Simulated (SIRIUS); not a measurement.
# Rb (Im-3m) in SIRIUS: convergence with smearing width

Aim: find how far smearing width must go before the results for Rb settle, at LDA. This setting moves, with any that are tied to it; all else stays.

Program: SIRIUS 7.10.0. These are calculated values, not measurements. Logs are shortened: lines on timing, memory, paths and dates and some standing lists are left out, and cuts for length are marked. The log counts tension as positive stress, the text compression.

## Step 1: The structure

The structure is cubic, space group Im-3m (No. 229). The conventional cell has a = 5.605 Å, b = 5.605 Å, c = 5.605 Å, α = 90.00°, β = 90.00°, γ = 90.00°.

## Step 2: With smearing width 0.4 eV

sirius.json

```json
{
  "control": {
    "processing_unit": "cpu",
    "verbosity": 2,
    "num_bands_to_print": 11,
    "print_forces": true,
    "print_stress": true
  },
  "parameters": {
    "electronic_structure_method": "pseudopotential",
    "xc_functionals": ["XC_LDA_X", "XC_LDA_C_PW"],
    "gk_cutoff": 6.5,
    "pw_cutoff": 13.0,
    "ngridk": [7, 7, 7],
    "shiftk": [0, 0, 0],
    "smearing": "cold",
    "smearing_width": 0.0146997289,
    "num_bands": 11,
    "num_mag_dims": 0,
    "num_dft_iter": 100,
    "energy_tol": 1e-08,
    "density_tol": 1e-06
  },
  "iterative_solver": {
    "type": "davidson",
    "min_tolerance": 1e-10
  },
  "mixer": {
    "type": "anderson",
    "beta": 0.7,
    "max_history": 8
  },
  "settings": {
    "tol_ne": 1e-10
  },
  "unit_cell": {
    "lattice_vectors": [
      [-5.295957464264, 5.295957464264, 5.295957464264],
      [5.295957464264, -5.295957464264, 5.295957464264],
      [5.295957464264, 5.295957464264, -5.295957464264]
    ],
    "atom_coordinate_units": "lattice",
    "atom_types": ["Rb"],
    "atom_files": {
      "Rb": "Rb.json"
    },
    "atoms": {
      "Rb": [
        [0.0, 0.0, 0.0]
      ]
    }
  }
}
```

Potentials or basis: PseudoDojo 0.4.1 LDA standard (scalar relativistic).

Launch:

```sh
> upf_to_json Rb.upf
> OMP_NUM_THREADS=1 sirius.scf --input=sirius.json --output=out.json --task=0
```

Output:

```text
[info] SIRIUS version : 7.10.0
[info] number of MPI ranks           : 1
[info] MPI grid                      : 1 1
[info] maximum number of OMP threads : 1
[fft] FFT context for density and potential
[fft] =====================================
[fft]   comm size                             : 1
[fft]   plane wave cutoff                     : 13
[fft]   grid size                             : 40 40 40   total : 64000
[fft]   grid limits                           : -19 20   -19 20   -19 20
[fft]   number of G-vectors within the cutoff : 10957
[fft]   local number of G-vectors             : 10957
[fft]   number of G-shells                    : 579
[fft] FFT context for coarse grid
[fft] =====================================
[fft]   comm size                             : 1
[fft]   plane wave cutoff                     : 13
[fft]   grid size                             : 40 40 40   total : 64000
[fft]   grid limits                           : -19 20   -19 20   -19 20
[fft]   number of G-vectors within the cutoff : 10957
[fft]   local number of G-vectors             : 10957
[fft]   number of G-shells                    : 579
[unit cell] lattice vectors
[unit cell]   a1 :      -5.2959574643      5.2959574643      5.2959574643
[unit cell]   a2 :       5.2959574643     -5.2959574643      5.2959574643
[unit cell]   a3 :       5.2959574643      5.2959574643     -5.2959574643
[unit cell] reciprocal lattice vectors
[unit cell]   b1 :       0.0000000000      0.5932057942      0.5932057942
[unit cell]   b2 :       0.5932057942      0.0000000000      0.5932057942
[unit cell]   b3 :       0.5932057942      0.5932057942      0.0000000000
[unit cell] unit cell volume :       594.14638115 [a.u.^3]
[unit cell] 1/sqrt(omega)    :         0.04102544
[unit cell] MT volume        :         0.00000000 ( 0.00%)
[unit cell] IT volume        :       594.14638115 (100.00%)
[unit cell] number of atom types : 1
[unit cell] type id : 0 symbol : Rb mt_radius :  22.250000 num_atoms : 1
[unit cell] total number of atoms : 1
[unit cell] number of symmetry classes : 1
[unit cell] number of PAW atoms : 0
[unit cell] atom id  type id  class id             position                      vector_field
[unit cell] ------------------------------------------------------------------------------------------
[unit cell]      0        0        0      0.00000   0.00000   0.00000      0.00000   0.00000   0.00000
[unit cell] atom id         position (Cartesian, a.u.)
[unit cell] ---------------------------------------------
[unit cell]      0       0.000000    0.000000    0.000000
[... 305 lines left out ...]
[diagonalize] ik:   19   -0.990424   -0.406726   -0.406594   -0.406594    0.110417    0.119445    0.183211    0.189259    0.189259    0.266897    0.281819
[find_efermi_generic] Newton iteration converged after 3 steps
[find] Charges and magnetic moments
[find] --------------------------------------------------------------------------------
[find] total charge          : 9.000000
[find] Energy
[find] --------------------------------------------------------------------------------
[find] valence_eval_sum               :      -4.37229975
[find] <rho|V^{XC}>                   :      -5.16379095
[find] <rho|E^{XC}>                   :      -6.96923034
[find] <mag|B^{XC}>                   :       0.00000000
[find] <rho|V^{H}>                    :      14.02913274
[find] one-electron contribution      :     -13.23764153 (Ha),     -26.47528307 (Ry)
[find] hartree contribution           :       7.01456637
[find] xc contribution                :      -6.96923034
[find] ewald contribution             :     -13.91523211
[find] PAW contribution               :       0.00000000
[find] smearing (-TS)                 :      -0.00022027
[find] SCF correction                 :       0.00000002
[find] Total energy                   :     -27.10753759 (Ha),     -54.21507518 (Ry)
[find] Free energy (E-TS)             :     -27.10775786 (Ha),     -54.21551572 (Ry)
[find] band gap (eV)                  :       0.00000000
[find] Efermi                         :       0.06953595
[find] iteration : 12, RMS : 1.750170849776e-09, energy difference : -2.173194957322e-11
[find] Hartree energy of density residual : 6.611106247972e-15
[find] bands are converged : false
[find] iterative solver converged : true
[find] converged after 13 SCF iterations!
[find] Charges and magnetic moments
[find] --------------------------------------------------------------------------------
[find] total charge          : 9.000000
[find] Energy
[find] --------------------------------------------------------------------------------
[find] valence_eval_sum               :      -4.37229975
[find] <rho|V^{XC}>                   :      -5.16379095
[find] <rho|E^{XC}>                   :      -6.96923034
[find] <mag|B^{XC}>                   :       0.00000000
[find] <rho|V^{H}>                    :      14.02913274
[find] one-electron contribution      :     -13.23764153 (Ha),     -26.47528307 (Ry)
[find] hartree contribution           :       7.01456637
[find] xc contribution                :      -6.96923034
[find] ewald contribution             :     -13.91523211
[find] PAW contribution               :       0.00000000
[find] smearing (-TS)                 :      -0.00022027
[find] SCF correction                 :       0.00000002
[find] Total energy                   :     -27.10753759 (Ha),     -54.21507518 (Ry)
[find] Free energy (E-TS)             :     -27.10775786 (Ha),     -54.21551572 (Ry)
[find] band gap (eV)                  :       0.00000000
[find] Efermi                         :       0.06953595
[ground_state] === stress tensor components [kbar] ===
[ground_state] === stress_kin ===
[ground_state] -2383.128727   -0.000000   -0.000000
[ground_state]    -0.000000-2383.128727   -0.000000
[ground_state]    -0.000000   -0.000000-2383.128727
[ground_state] === stress_har ===
[ground_state] -1157.827135   -0.000000   -0.000000
[ground_state]    -0.000000-1157.827135   -0.000000
[ground_state]    -0.000000   -0.000000-1157.827135
[ground_state] === stress_ewald ===
[ground_state]  2296.853786    0.000000    0.000000
[ground_state]     0.000000 2296.853786    0.000000
[ground_state]     0.000000    0.000000 2296.853786
[ground_state] === stress_vloc ===
[ground_state]   266.393328    0.000000    0.000000
[ground_state]     0.000000  266.393328    0.000000
[ground_state]     0.000000    0.000000  266.393328
[ground_state] === stress_xc ===
[ground_state]  -894.019644   -0.000000   -0.000000
[ground_state]    -0.000000 -894.019644   -0.000000
[ground_state]    -0.000000   -0.000000 -894.019644
[ground_state] === stress_core ===
[ground_state]  1708.791634    0.000000    0.000000
[ground_state]     0.000000 1708.791634    0.000000
[ground_state]     0.000000    0.000000 1708.791634
[ground_state] === stress_nonloc ===
[ground_state]   167.081810    0.000000    0.000000
[ground_state]     0.000000  167.081810    0.000000
[ground_state]     0.000000    0.000000  167.081810
[ground_state] === stress_us_nl ===
[ground_state]   167.081810    0.000000    0.000000
[ground_state]     0.000000  167.081810    0.000000
[ground_state]     0.000000    0.000000  167.081810
[ground_state] === stress_total ===
[ground_state]     4.145052    0.000000   -0.000000
[ground_state]     0.000000    4.145052    0.000000
[ground_state]    -0.000000    0.000000    4.145052
[ground_state] ==== total Forces in Ha/bohr =====
[ground_state] atom:    0, force:       0.0000000      0.0000000      0.0000000
[ground_state] ==== ultrasoft contribution from Qij =====
[ground_state] atom:    0, force:       0.0000000      0.0000000      0.0000000
[ground_state] ==== non-local contribution from Beta-projector =====
[ground_state] atom:    0, force:       0.0000000      0.0000000      0.0000000
[ground_state] ==== contribution from local potential =====
[ground_state] atom:    0, force:       0.0000000      0.0000000      0.0000000
[ground_state] ==== contribution from core density =====
[ground_state] atom:    0, force:       0.0000000      0.0000000      0.0000000
[ground_state] ==== Ewald forces from ions =====
[ground_state] atom:    0, force:       0.0000000      0.0000000      0.0000000
[~DFT_ground_state] local op. applied: 7705
[~DFT_ground_state] evp. work count: 2876.59
[~DFT_ground_state] number of iterative solver steps: 1112
```

Run time: 12 s. Hardware: 1 thread of Arm Neoverse V2, shared host; peak memory 0.25 GiB.

Results:

| Quantity | Value |
| --- | --- |
| Free energy | -737.6397 eV |
| Pressure | -0.4 GPa |
| Band gap on the k mesh | none (metal or under the smearing width) |

## Step 3: With smearing width 0.3 eV

sirius.json, as its differences from that of step 2:

```diff
@@ -16,3 +16,3 @@
     "smearing": "cold",
-    "smearing_width": 0.0146997289,
+    "smearing_width": 0.0110247967,
     "num_bands": 11,
```

Potentials or basis: PseudoDojo 0.4.1 LDA standard (scalar relativistic).

Launch:

```sh
> upf_to_json Rb.upf
> OMP_NUM_THREADS=1 sirius.scf --input=sirius.json --output=out.json --task=0
```

Run time: 12 s. Hardware: 1 thread of Arm Neoverse V2, shared host; peak memory 0.24 GiB.

Results (log left out):

| Property | Result |
| --- | --- |
| Free energy | -737.6388 eV |
| Pressure | -0.4 GPa |
| Band gap on the k mesh | none (metal or under the smearing width) |

## Step 4: With smearing width 0.2 eV

sirius.json, as its differences from that of step 3:

```diff
@@ -16,3 +16,3 @@
     "smearing": "cold",
-    "smearing_width": 0.0110247967,
+    "smearing_width": 0.0073498644,
     "num_bands": 11,
```

Launch:

```sh
> upf_to_json Rb.upf
> OMP_NUM_THREADS=1 sirius.scf --input=sirius.json --output=out.json --task=0
```

It took 12 s on 1 thread of Arm Neoverse V2, shared host; peak memory 0.25 GiB.

It converged, with:

| Quantity | Value |
| --- | --- |
| Free energy | -737.6379 eV |
| Pressure | -0.4 GPa |
| Band gap on the k mesh | none (metal or under the smearing width) |

## Step 5: With smearing width 0.136 eV

sirius.json, as its differences from that of step 4:

```diff
@@ -16,3 +16,3 @@
     "smearing": "cold",
-    "smearing_width": 0.0073498644,
+    "smearing_width": 0.0049979078,
     "num_bands": 11,
@@ -37,6 +37,7 @@
     "lattice_vectors": [
-      [-5.295957464264, 5.295957464264, 5.295957464264],
-      [5.295957464264, -5.295957464264, 5.295957464264],
-      [5.295957464264, 5.295957464264, -5.295957464264]
+      [-0.57735026919, 0.57735026919, 0.57735026919],
+      [0.57735026919, -0.57735026919, 0.57735026919],
+      [0.57735026919, 0.57735026919, -0.57735026919]
     ],
+    "lattice_vectors_scale": 9.1728674028,
     "atom_coordinate_units": "lattice",
```

Launch:

```sh
> upf_to_json Rb.upf
> OMP_NUM_THREADS=1 sirius.scf --input=sirius.json --output=out.json --task=0
```

Run time: 12 s. Hardware: 1 thread of Arm Neoverse V2, shared host; peak memory 0.25 GiB.

The run converged. Its results:

| Property | Result |
| --- | --- |
| Free energy | -737.6366 eV |
| Pressure | -0.4 GPa |
| Band gap on the k mesh | none (metal or under the smearing width) |

## Step 6: With smearing width 0.1 eV

sirius.json, as its differences from that of step 5:

```diff
@@ -16,3 +16,3 @@
     "smearing": "cold",
-    "smearing_width": 0.0049979078,
+    "smearing_width": 0.0036749322,
     "num_bands": 11,
@@ -37,7 +37,6 @@
     "lattice_vectors": [
-      [-0.57735026919, 0.57735026919, 0.57735026919],
-      [0.57735026919, -0.57735026919, 0.57735026919],
-      [0.57735026919, 0.57735026919, -0.57735026919]
+      [-5.295957464264, 5.295957464264, 5.295957464264],
+      [5.295957464264, -5.295957464264, 5.295957464264],
+      [5.295957464264, 5.295957464264, -5.295957464264]
     ],
-    "lattice_vectors_scale": 9.1728674028,
     "atom_coordinate_units": "lattice",
```

Potentials or basis: PseudoDojo 0.4.1 LDA standard (scalar relativistic).

Launch:

```sh
> upf_to_json Rb.upf
> OMP_NUM_THREADS=1 sirius.scf --input=sirius.json --output=out.json --task=0
```

It took 12 s on 1 thread of Arm Neoverse V2, shared host; peak memory 0.25 GiB.

Results (log left out):

* Free energy: -737.6361 eV
* Pressure: -0.4 GPa
* Band gap on the k mesh: none (metal or under the smearing width)

## Step 7: With smearing width 0.05 eV

sirius.json, as its differences from that of step 6:

```diff
@@ -16,3 +16,3 @@
     "smearing": "cold",
-    "smearing_width": 0.0036749322,
+    "smearing_width": 0.0018374661,
     "num_bands": 11,
```

Launch:

```sh
> upf_to_json Rb.upf
> OMP_NUM_THREADS=1 sirius.scf --input=sirius.json --output=out.json --task=0
```

It took 12 s on 1 thread of Arm Neoverse V2, shared host; peak memory 0.25 GiB.

Results (log left out):

```yaml
Free_energy: -737.6360 eV
Pressure: -0.4 GPa
Band_gap_on_the_k_mesh: none (metal or under the smearing width)
```

## Step 8: With smearing width 0.025 eV

sirius.json, as its differences from that of step 7:

```diff
@@ -16,3 +16,3 @@
     "smearing": "cold",
-    "smearing_width": 0.0018374661,
+    "smearing_width": 0.0009187331,
     "num_bands": 11,
```

Launch:

```sh
> upf_to_json Rb.upf
> OMP_NUM_THREADS=1 sirius.scf --input=sirius.json --output=out.json --task=0
```

Run time: 12 s. Hardware: 1 thread of Arm Neoverse V2, shared host; peak memory 0.25 GiB.

Results (log left out):

* Free energy: -737.6358 eV
* Pressure: -0.4 GPa
* Band gap on the k mesh: none (metal or under the smearing width)

## Step 9: With smearing width 0.01 eV

sirius.json, as its differences from that of step 8:

```diff
@@ -16,3 +16,3 @@
     "smearing": "cold",
-    "smearing_width": 0.0009187331,
+    "smearing_width": 0.0003674932,
     "num_bands": 11,
```

Potentials or basis: PseudoDojo 0.4.1 LDA standard (scalar relativistic).

Launch:

```sh
> upf_to_json Rb.upf
> OMP_NUM_THREADS=1 sirius.scf --input=sirius.json --output=out.json --task=0
```

It took 13 s on 1 thread of Arm Neoverse V2, shared host; peak memory 0.25 GiB.

It converged, with:

```yaml
Free_energy: -737.6356 eV
Pressure: -0.4 GPa
Band_gap_on_the_k_mesh: none (metal or under the smearing width)
```

## Step 10: Summary

| smearing width | energy less the tightest run (meV/atom) | SCF cycles | CPU time (s) | peak memory (GiB) |
| --- | --- | --- | --- | --- |
| 0.4 eV | -4.08 | 13 | 12 | 0.25 |
| 0.3 eV | -3.25 | 13 | 12 | 0.24 |
| 0.2 eV | -2.26 | 13 | 12 | 0.25 |
| 0.136 eV | -0.97 | 13 | 12 | 0.25 |
| 0.1 eV | -0.55 | 13 | 12 | 0.25 |
| 0.05 eV | -0.37 | 13 | 12 | 0.25 |
| 0.025 eV | -0.16 | 13 | 12 | 0.25 |
| 0.01 eV | 0.00 | 13 | 13 | 0.25 |

Against the tightest run, the energy stays within 1 meV/atom from 0.136 eV on. Narrower smearing needs a denser k mesh, so at a fixed mesh the narrowest width isn't the most accurate. The tightest run that finished is the yardstick and may itself not be fully converged.
